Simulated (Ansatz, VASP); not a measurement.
**GaN in two plane-wave programs**

Wanted: the spread between two codes on one cell, functional and k mesh.

Calculated with Ansatz 0.2.0; plane waves, with VASP 6.6.1 beside it; single point at HSE06.

### Step 1. The structure

Symmetry: F-43m, No. 216, cubic system. The conventional cell has a = 4.507 Å, b = 4.507 Å, c = 4.507 Å, α = 90.00°, β = 90.00°, γ = 90.00°. Nearest to Ga lie 4 N at 1.95 Å. Nearest to N lie 4 Ga at 1.95 Å. Farther neighbours and most contacts between anions are not listed.

### Step 2. VASP: single point, HSE06

With cell and atoms fixed, the geometry can't cause a difference; cores, projectors, grids and the points listed under the comparison can.

Lines of VASP's logs that name or quote its potential files are left out, and so is its time.

The run reads the wave functions of an earlier VASP run, which isn't shown here.

INCAR

```
SYSTEM = GaN
PREC = Accurate
ENCUT = 450
EDIFF = 1E-08
NELM = 100
ISMEAR = 0
SIGMA = 0.01
LREAL = .FALSE.
ALGO = Normal
LHFCALC = .TRUE.
AEXX = 0.25
GGA = PE
HFSCREEN = 0.2
LASPH = .TRUE.
NBANDS = 15
PRECFOCK = Fast
LORBIT = 11
LWAVE = .TRUE.
LCHARG = .FALSE.
KPAR = 8
```

POSCAR

```
GaN
1.0
    0.0000000000      2.2535006075      2.2535006075
    2.2535006075      0.0000000000      2.2535006075
    2.2535006075      2.2535006075      0.0000000000
Ga N
1 1
Direct
    0.0000000000      0.0000000000      0.0000000000
    0.7500000000      0.7500000000      0.7500000000
```

KPOINTS

```
Automatic mesh
0
Gamma
6 6 6
0 0 0
```

PAW data sets: Ga_d_GW and N_GW (PBE family, release 64).

On the command line:

```sh
> mpirun -np 8 vasp_std
```

Numbers of over 12 decimals in the logs are rounded to 6 here.

The program printed:

```text
[banner, memory and clock lines left out]
running    8 mpi-ranks, on    1 nodes
 distrk:  each k-point on    1 cores,    8 groups
 distr:  one band on    1 cores,    1 groups

 POSCAR found type information on POSCAR GaN
 POSCAR found :  2 types and       2 ions
|                                                                             |
|           W    W    AA    RRRRR   N    N  II  N    N   GGGG   !!!           |
|           W    W   A  A   R    R  NN   N  II  NN   N  G    G  !!!           |
|           W    W  A    A  R    R  N N  N  II  N N  N  G       !!!           |
|           W WW W  AAAAAA  RRRRR   N  N N  II  N  N N  G  GGG   !            |
|           WW  WW  A    A  R   R   N   NN  II  N   NN  G    G                |
|           W    W  A    A  R    R  N    N  II  N    N   GGGG   !!!           |
|                                                                             |
|     For optimal performance we recommend to set                             |
|       NCORE = 2 up to number-of-cores-per-socket                            |
|     NCORE specifies how many cores store one orbital (NPAR=cpu/NCORE).      |
|     This setting can greatly improve the performance of VASP for DFT.       |
|     The default, NCORE=1 might be grossly inefficient on modern             |
|     multi-core architectures or massively parallel machines. Do your        |
|     Unfortunately you need to use the default for GW and RPA                |
|     calculations (for HF NCORE is supported but not extensively tested      |
|     yet).                                                                   |
|                                                                             |

 LDA part: xc-table for (Slater+PW92), standard interpolation
 found WAVECAR, reading the header
 POSCAR, INCAR and KPOINTS ok, starting setup
 FFT: planning ... GRIDC
 FFT: planning ... GRID_SOFT
 FFT: planning ... GRID
 reading WAVECAR
 the WAVECAR file was read successfully
 initial charge from wavefunction
 entering main loop
       N       E                     dE             d eps       ncg     rms          rms(c)
DAV:   1    -0.147650504542E+02   -0.14765E+02   -0.55738E-01   720   0.267E+01    0.709E-01
DAV:   2    -0.147573263820E+02    0.77241E-02   -0.73282E-02   665   0.865E+00    0.404E-01
DAV:   3    -0.147561621542E+02    0.11642E-02   -0.82043E-03   749   0.234E+00    0.208E-01
DAV:   4    -0.147558813400E+02    0.28081E-03   -0.46470E-04   723   0.317E-01    0.119E-01
DAV:   5    -0.147557859841E+02    0.95356E-04   -0.59040E-05   768   0.144E-01    0.710E-02
DAV:   6    -0.147557500754E+02    0.35909E-04   -0.17742E-05   618   0.618E-02    0.406E-02
DAV:   7    -0.147557377388E+02    0.12337E-04   -0.55221E-06   634   0.335E-02    0.230E-02
DAV:   8    -0.147557337289E+02    0.40098E-05   -0.14440E-06   649   0.207E-02    0.133E-02
DAV:   9    -0.147557322075E+02    0.15215E-05   -0.48918E-07   762   0.123E-02    0.782E-03
DAV:  10    -0.147557316822E+02    0.52521E-06   -0.15937E-07   649   0.683E-03    0.459E-03
DAV:  11    -0.147557314869E+02    0.19538E-06   -0.60927E-08   684   0.383E-03    0.271E-03
DAV:  12    -0.147557313980E+02    0.88815E-07   -0.18601E-08   557   0.219E-03    0.159E-03
DAV:  13    -0.147557313483E+02    0.49700E-07   -0.56084E-09   345   0.129E-03    0.941E-04
DAV:  14    -0.147557313259E+02    0.22490E-07   -0.35782E-09   345   0.803E-04    0.558E-04
DAV:  15    -0.147557313204E+02    0.54720E-08   -0.19447E-09   324   0.558E-04
   1 F= -.14755731E+02 E0= -.14755731E+02  d E =-.549878E-36
 writing wavefunctions
```

Parts of OUTCAR (step 2):

```text
ion  position               nearest neighbor table
   1  0.000  0.000  0.000-   2 1.95   2 1.95   2 1.95   2 1.95
   2  0.750  0.750  0.750-   1 1.95   1 1.95   1 1.95   1 1.95

  LATTYP: Found a face centered cubic cell.
 ALAT       =     4.5070012150

 Subroutine GETGRP returns: Found 24 space group operations
 (whereof 24 operations were pure point group operations)

The static configuration has the point symmetry T_d .

 Found     16 irreducible k-points:

   k-points           NKPTS =     16   k-points in BZ     NKDIM =    216   number of bands    NBANDS=     15

   dimension x,y,z NGX =    24 NGY =   24 NGZ =   24
   dimension x,y,z NGXF=    48 NGYF=   48 NGZF=   48

   ENCUT  =  450.0 eV  33.07 Ry    5.75 a.u.   5.51  5.51  5.51*2*pi/ulx,y,z

   NELECT =      18.0000    total number of electrons

 k-points in reciprocal lattice and weights: Automatic mesh
   0.00000000  0.00000000  0.00000000       0.005
   0.16666667  0.00000000  0.00000000       0.037
   0.33333333  0.00000000  0.00000000       0.037
   0.50000000  0.00000000  0.00000000       0.019
   0.16666667  0.16666667  0.00000000       0.028
   0.33333333  0.16666667  0.00000000       0.111
   0.50000000  0.16666667  0.00000000       0.111
  -0.33333333  0.16666667  0.00000000       0.111
  -0.16666667  0.16666667  0.00000000       0.056
[...]
-0.33333333  0.33333333  0.16666667       0.111
  -0.33333333  0.50000000  0.16666667       0.056

  exchange ACFDT corr.  =         0.00000000  see jH, gK, PRB 81, 115126

 average (electrostatic) potential at core
       1 -55.8097       2 -56.2802

 E-fermi :   4.3502

 k-point     1 :       0.0000    0.0000    0.0000
  band No.  band energies     occupation
    ...
      5     -11.0489      2.00000
      6     -11.0489      2.00000
      7       4.2641      2.00000
      8       4.2641      2.00000
      9       4.2641      2.00000
     10       7.2577      0.00000
     11      16.1982      0.00000
     12      16.1982      0.00000
     13      16.1983      0.00000
     14      23.7041      0.00000
    ...

 k-point     2 :       0.1667    0.0000    0.0000
  band No.  band energies     occupation
    ...
      5     -11.0506      2.00000
      6     -11.0506      2.00000
      7       1.8742      2.00000
      8       3.9731      2.00000
      9       3.9731      2.00000
     10       8.9203      0.00000
     11      15.1578      0.00000
     12      16.5900      0.00000
     13      16.5900      0.00000
     14      22.6396      0.00000
    ...

 k-point     3 :       0.3333    0.0000    0.0000
  band No.  band energies     occupation
    ...
      5     -11.0326      2.00000
      6     -10.2548      2.00000
      7      -1.5051      2.00000
      8       3.4571      2.00000
      9       3.4571      2.00000
     10      10.1875      0.00000
     11      14.5881      0.00000
     12      16.5081      0.00000
     13      16.5081      0.00000
     14      21.5270      0.00000
    ...

  energy-cutoff  :      450.00
  volume of cell :       22.89
      direct lattice vectors                 reciprocal lattice vectors
     0.000000000  2.253500607  2.253500607    -0.221877020  0.221877020  0.221877020
     2.253500607  0.000000000  2.253500607     0.221877020 -0.221877020  0.221877020
     2.253500607  2.253500607  0.000000000     0.221877020  0.221877020 -0.221877020

 POSITION                                       TOTAL-FORCE (eV/Angst)
 -----------------------------------------------------------------------------------
      0.00000      0.00000      0.00000         0.000000      0.000000      0.000000
      3.38025      3.38025      3.38025        -0.000000     -0.000000     -0.000000
 -----------------------------------------------------------------------------------
    total drift:                               -0.000020     -0.000019     -0.000020

  FREE ENERGIE OF THE ION-ELECTRON SYSTEM (eV)
  ---------------------------------------------------
  free  energy   TOTEN  =       -14.7557313204 eV

  energy  without entropy=      -14.7557313204  energy(sigma->0) =      -14.75573132

 total charge
# of ion       s       p       d       tot
------------------------------------------
    1        0.737   0.894  10.153  11.784
    2        1.193   2.468   0.000   3.662
--------------------------------------------------
tot          1.931   3.363  10.153  15.446

[... 3 further parts left out ...]
```

### Step 3. Ansatz: single point, HSE06

Ansatz runs on its default PAW (the set named soft_2) files.

The same cell, functional, mesh and smearing now go to Ansatz, which takes its cutoff from its data sets.

input.yaml

```yaml
crystal:
  lattice:
    - [0.0, 2.2535006075, 2.2535006075]
    - [2.2535006075, 0.0, 2.2535006075]
    - [2.2535006075, 2.2535006075, 0.0]
  atoms:
    - { symbol: Ga, position: [0.0, 0.0, 0.0] }
    - { symbol: "N", position: [0.75, 0.75, 0.75] }
hamiltonian:
  xc: { exchange: pbe, correlation: pbe, exx: { coeff: 0.25, omega: 0.2 } }
  pseudopotentials: { kind: paw }
kpoints:
  mp_grid: { grid: [6, 6, 6] }
scf:
  occupations: { method: gaussian, width: 0.01 }
  n_extra_bands: 4
output:
  forces: true
  stress: true
  eigenvalues: true
```

On the command line:

```sh
> ansatz run input.yaml --threads 4 --pin off --max-ram 9216MiB --backend cpu --events-out ev --progress --plain --runs-dir out
```

The program printed:

```text
Warning: output.stress: scf.convergence.dr2_threshold = 1e-7 eV (the SCF's general default) is looser than the 2e-10 eV advised for a printed stress (1e-10 eV for each atom of the cell: 2). What an SCF threshold leaves in a stress goes as its square root, and in the free energy as the threshold itself, and one threshold admits the most on a small cell: [figures from the program's tests cut] Set scf.convergence.dr2_threshold to 2e-10 eV or tighter. The threshold is an SCF's pass mark: one that does not reach it within its budget of iterations ends unconverged, or closes short of it on a stop that the run arms, and scf.convergence.dr2_threshold's page says what that costs each kind of run
Warning: output.stress: scf.exx.energy_threshold = 1e-6 eV is looser than the 2e-8 eV advised for a stress under a hybrid functional (1e-8 eV for each atom of the cell: 2). Every SCF of the exchange loop can meet its threshold on dr2 while the loop round them stops early: no threshold on dr2 bounds what that leaves in the stress. Set scf.exx.energy_threshold to 2e-8 eV or tighter. The threshold is the loop's pass mark: a loop that does not reach it within its budget of cycles ends unconverged, and scf.exx.energy_threshold's page has the law
scf.n_extra_bands = 4 over 9 filled bands (N_el = 18.0): the run solves 13 bands
Engine: ansatz 0.2.0, x86_64-unknown-linux-gnu
Pseudopotentials: kind: paw
Pseudopotential: Ga, paw, valence charge 13, recommended cutoff 420 eV (normal), Ga.paw.azcp
Pseudopotential: N, paw, valence charge 5, recommended cutoff 420 eV (normal), N.paw.azcp
Functional definition: unnamed
  parameter a_1 = 0.25
  parameter omega_1 = 0.2/angstrom
  exchange = pbe_x + (-a_1)*pbe_x_sr(omega_1) + a_1*exact_x_sr(omega_1)
  correlation = pbe_c
Crystal: 2 atoms, lattice volume = 22.888 Å³
Basis set: ecut = 420 eV, 459 PW (Γ), exchange–correlation on 48×48×48 points (8 copies of the dense FFT grid, shifted against one another)
Bands: 13, of which v1, the nominal top of the filled ones, is band 9 counted from 1 (8 counted from 0)
Symmetry: 24 space group operations
Space group: F-43m (ITA 216), of the structure as read, at distance tolerance 2.8e-5 Å
k-points: 16 of 216 (time reversal used)
Non-local potential: Ga, projectors of the file, l = 0: 2, l = 1: 2, l = 2: 3, l = 3: 1
Non-local potential: N, projectors of the file, l = 0: 2, l = 1: 2, l = 2: 1
PAW form: soft (Blöchl's): semilocal exchange-correlation on the pseudo side does not see the compensation charge
PAW frozen core: Ga, regenerated for the run's functional, and the local potential with it (the file was generated under x = pbe(κ = 0.804, μ = 0.219515), c = pbe(β = 0.066725))
PAW frozen core: N, regenerated for the run's functional, and the local potential with it (the file was generated under x = pbe(κ = 0.804, μ = 0.219515), c = pbe(β = 0.066725))
PAW one-centre angular grid: Ga, 590 points (default); XC on 64 Gauss nodes
PAW one-centre angular grid: N, 110 points (default); XC on 64 Gauss nodes
Initial density: superposition of atomic densities (neutral atoms: chi_scale 0, normalization atom), corrected by the library's trained network
Initial wavefunctions: pseudopotential atomic-orbital guess
Functional: x = pbe(κ = 0.804, μ = 0.219515), c = pbe(β = 0.066725), warm-up for x = pbe(κ = 0.804, μ = 0.219515) + 0.25 (exact − pbe) at short range (hse, ω = 0.2 Å⁻¹), c = pbe(β = 0.066725)
SCF iter   1: F=—  HF=-4167.897668 eV  |F-HF|=—  |Δ(HF+E_count)|=         —  Δρ=6.47e-4  dr2=2.83e-5  ethr=1.77e-3  ⟨swp⟩=2.0  Hψ=1309  notcnv=0
preconditioner: auto → none  [insulator: Δε(μ)=1.714 eV  Ē_g=18.761 eV  σ=0.010 eV  W_gap=1.00  n_scr=8 (ndim 8)  ℏωp=32.9 eV  f_vac=0.001  D(μ)=0.00/eV (n_scr^D=0)]
SCF iter   2: F=-4167.897792 eV  HF=-4167.897754 eV  |F-HF|=3.81e-5  |Δ(HF+E_count)|=   8.61e-5  Δρ=3.65e-4  dr2=1.16e-5  ethr=1.57e-7  ⟨swp⟩=4.0  Hψ=671  notcnv=0
SCF 1 stopped early in 2 iterations: F = -4167.897792 eV  dr2 = 1.16e-5
  greatest PAW one-centre occupation: 0.995 electrons in one spin orbital (limit 2), on the Ga atom at site 0 (counted from 0), in its partial waves of l = 2
Initial density: handed on by an earlier stage of this run
Initial wavefunctions: those handed on with the density
Functional: x = pbe(κ = 0.804, μ = 0.219515) + 0.25 (exact − pbe) at short range (hse, ω = 0.2 Å⁻¹), c = pbe(β = 0.066725)
Exchange kernel: α = 0.2500, screened, ω = 0.2000 Å⁻¹, Wigner–Seitz truncation, v(0) = 1123.8762 eV·Å³, q-mesh 6×6×6, nearest image of the exchange supercell L = 19.12 Å, pair-density grid 15×15×15, without the augmentation charges, whose exchange is taken in its separable form by FFT convolution over the k-point mesh (sized by the pseudopotential files, 18×18×18 at the most), smooth part of the exact exchange by density-matrix convolution
Frozen-core exchange: fock
SCF iter   1: F=—  HF=-4168.398183 eV  |F-HF|=—  |Δ(HF+E_count)|=         —  Δρ=1.75e-2  dr2=2.80e-2  ethr=6.42e-7  ⟨swp⟩=5.8  Hψ=1052  notcnv=0
preconditioner: auto → none  [insulator: Δε(μ)=2.931 eV  Ē_g=21.995 eV  σ=0.010 eV  W_gap=1.00  n_scr=8 (ndim 8)  ℏωp=32.9 eV  f_vac=0.002  D(μ)=0.00/eV (n_scr^D=0)]
SCF iter   2: F=—  HF=-4168.384572 eV  |F-HF|=—  |Δ(HF+E_count)|=   1.36e-2  Δρ=4.27e-3  dr2=2.94e-3  ethr=6.42e-7  ⟨swp⟩=4.1  Hψ=775  notcnv=0
SCF iter   3: F=—  HF=-4168.392322 eV  |F-HF|=—  |Δ(HF+E_count)|=   7.75e-3  Δρ=4.33e-3  dr2=1.58e-3  ethr=6.42e-7  ⟨swp⟩=4.0  Hψ=772  notcnv=0
SCF iter   4: F=—  HF=-4168.392081 eV  |F-HF|=—  |Δ(HF+E_count)|=   2.41e-4  Δρ=1.47e-3  dr2=1.70e-4  ethr=6.42e-7  ⟨swp⟩=3.8  Hψ=577  notcnv=0
SCF iter   5: F=—  HF=-4168.392224 eV  |F-HF|=—  |Δ(HF+E_count)|=   1.43e-4  Δρ=4.55e-4  dr2=3.10e-5  ethr=6.42e-7  ⟨swp⟩=3.4  Hψ=468  notcnv=0
SCF iter   6: F=-4168.392209 eV  HF=-4168.392215 eV  |F-HF|=6.54e-6  |Δ(HF+E_count)|=   8.76e-6  Δρ=1.74e-4  dr2=8.85e-6  ethr=1.65e-7  ⟨swp⟩=3.0  Hψ=500  notcnv=0
SCF 2 stopped early in 6 iterations: F = -4168.392209 eV  dr2 = 8.85e-6
  greatest PAW one-centre occupation: 0.996 electrons in one spin orbital (limit 2), on the Ga atom at site 0 (counted from 0), in its partial waves of l = 2
hybrid outer 1: dexx = +8.833e-3 eV, tail = 4.24e-5 eV
Exchange kernel: α = 0.2500, screened, ω = 0.2000 Å⁻¹, Wigner–Seitz truncation, v(0) = 1123.8762 eV·Å³, q-mesh 6×6×6, nearest image of the exchange supercell L = 19.12 Å, pair-density grid 15×15×15, without the augmentation charges, whose exchange is taken in its separable form by FFT convolution over the k-point mesh (sized by the pseudopotential files, 18×18×18 at the most), smooth part of the exact exchange by density-matrix convolution
Frozen-core exchange: fock
SCF iter   1: F=—  HF=-4168.391949 eV  |F-HF|=—  |Δ(HF+E_count)|=         —  Δρ=6.83e-5  dr2=1.40e-6  ethr=1.18e-6  ⟨swp⟩=3.2  Hψ=465  notcnv=0
preconditioner: auto → none  [insulator: Δε(μ)=2.979 eV  Ē_g=21.825 eV  σ=0.010 eV  W_gap=1.00  n_scr=8 (ndim 8)  ℏωp=32.9 eV  f_vac=0.002  D(μ)=0.00/eV (n_scr^D=0)]
iter 2 solved again at ethr=1.73e-10 eV; its pass at ethr=5.85e-9 eV (dr2=3.11e-8 eV) is discarded
SCF iter   2: F=—  HF=-4168.391949 eV  |F-HF|=—  |Δ(HF+E_count)|=   4.23e-7  Δρ=1.91e-5  dr2=9.95e-8  ethr=1.73e-10  ⟨swp⟩=2.9  Hψ=978  notcnv=0  defer=1
SCF iter   3: F=—  HF=-4168.391950 eV  |F-HF|=—  |Δ(HF+E_count)|=   5.77e-7  Δρ=1.94e-5  dr2=8.58e-8  ethr=1.72e-10  ⟨swp⟩=4.0  Hψ=595  notcnv=0
SCF iter   4: F=-4168.391950 eV  HF=-4168.391950 eV  |F-HF|=6.91e-11  |Δ(HF+E_count)|=   2.75e-8  Δρ=1.82e-6  dr2=6.18e-10  ethr=1.72e-10  ⟨swp⟩=3.1  Hψ=419  notcnv=0
SCF 3 converged in 4 iterations: F = -4168.391950 eV  dr2 = 6.18e-10
  Residual-converged pass: ⟨swp⟩=3.1  Hψ=465  notcnv=0  max |occ|·‖R‖ = 2.2e-6 eV (tolerance 2.4e-6 eV)  dr2=4.44e-10  dr2_onsite=4.45e-10  max |Δocc| = 0.0e0
hybrid outer 2: dexx = +5.628e-7 eV, tail = 1.47e-8 eV, Δε = 4.77e-3 eV (about 1.15e-4 eV left of the loop's levels)
hybrid SCF converged: 2 outer / 10 inner (+2 warm-up), last move |dexx| = 5.63e-7 eV, tail = 1.47e-8 eV
Stability not checked: this state was not tested for a lower state beside it, because the functional holds exact exchange (a hybrid, or Hartree-Fock), whose exchange loop this test does not read (fock_operator; see scf.lower_state_search)
Free energy (F): -4168.391950 eV
Frozen-core exchange: fock
Harris-Foulkes:  -4168.391950 eV  (|F-HF|=6.91e-11)
Internal energy: -4168.391950 eV  (E = F + TS)
E sigma→0 (E₀):  -4168.391950 eV
Fermi energy:    10.300227 eV
--- Per-component energies (eV) ---
  E_band       = -47.002298
  E_kinetic    = 246.594165
  E_local      = -1953.372005  (includes V_loc(G=0)·N_el)
  E_nonlocal   = 474.742576
  E_hartree    = 902.233561
  E_xc         = -103.382854
  E_vxc        = -106.979194  (∫ρ·V_xc dr)
  E_exx        = -62.260386  (= α·E_x^exact, valence–valence)
  E_paw        = -2085.603322  (= ΣΔE_a)
  E_vpaw       = -387.935299  (= ΣTr[D̂ρ^β])
  E_aug_tail   = 0.000136  (compensation charges beyond the density's cutoff)
  E_ewald      = -1587.434954
  E_core_change = 0.091125  (= ΣΔE_core)
  E_smearing   = -0.000000  (= −TS)
  E_closure    = 0.000009  (closes the sum)
  Σ components = -4168.391950   (vs F -4168.391950, Δ=0.00e0)
--- Forces (eV/Å), atoms counted from 1 ---
  atom   1  Ga    -0.00000000     0.00000000     0.00000000
  atom   2  N      0.00000000     0.00000000     0.00000000
  max |Σ_I F_I| component: 4.63e-17 eV/Å
--- Stress (GPa, compression-positive) ---
       -1.247252       0.000000       0.000000
        0.000000      -1.247252       0.000000
       -0.000000       0.000000      -1.247252
  P = ⅓ Tr σ = -1.2473 GPa (-12.473 kbar)
--- Band table (eV; the first three rows and the last of 16) ---
  k-point 0: bands = [... 5 lower, -6.5702, 8.8101, 8.8101, 8.8101, 11.7903, 20.7539, 20.7539, 20.7539]
  k-point 1: bands = [... 5 lower, -6.5719, 6.4184, 8.5191, 8.5191, 13.4545, 19.7033, 21.1437, 21.1437]
  k-point 2: bands = [... 5 lower, -5.7453, 3.0424, 8.0019, 8.0019, 14.7241, 19.1242, 21.0565, 21.0565]
  k-point 15: bands = [... 5 lower, -4.1001, 2.6017, 5.0969, 5.1695, 15.3504, 18.4804, 21.8051, 21.9401]
```

Wall time 4.8 s (4 threads of Intel Xeon 6975P-C (Granite Rapids), shared host); peak memory 0.78 GiB; 15 s of CPU time.

The run ends at a pressure of -1.25 GPa.

### Step 4. Differences

Known differences besides the potentials themselves: exact exchange at q = 0 is treated differently, which shows on coarse meshes; VASP keeps PBE cores, Ansatz makes them for the functional; the cutoff is 420 eV in Ansatz and 450 eV in VASP; VASP takes a coarser grid for exact exchange (PRECFOCK = Fast). Total energies have different zeros and are not compared.

Compared:

```
              quantity  Ansatz   VASP  difference
gap on the k mesh (eV)   2.980  2.994      -0.013
```

A gap on the mesh is an upper bound, since the band edges may lie between its points.

### Step 5. Summary of results

```
difference in gap on the k mesh (single point, HSE06) : -0.013 eV
```

**Reading.** The difference in gap on the k mesh is -0.013 eV (single point, HSE06), within the 0.08 eV picked in this series as the mark of a large difference. How closely two codes agree says nothing of how well the functional describes the real material.

[Lines on the potential files, build, host, timing and source positions are cut from VASP's logs without a mark.]

[Logs are printed without paths, hosts, clocks, repeated set-up lines and the standing remarks that a program may print on its own settings, such as how far it seeks lower states.]

[Hosts, paths, dates, database ids (printed as entryN), source tags and the programs' standing remarks are cut or masked in the printed files.]
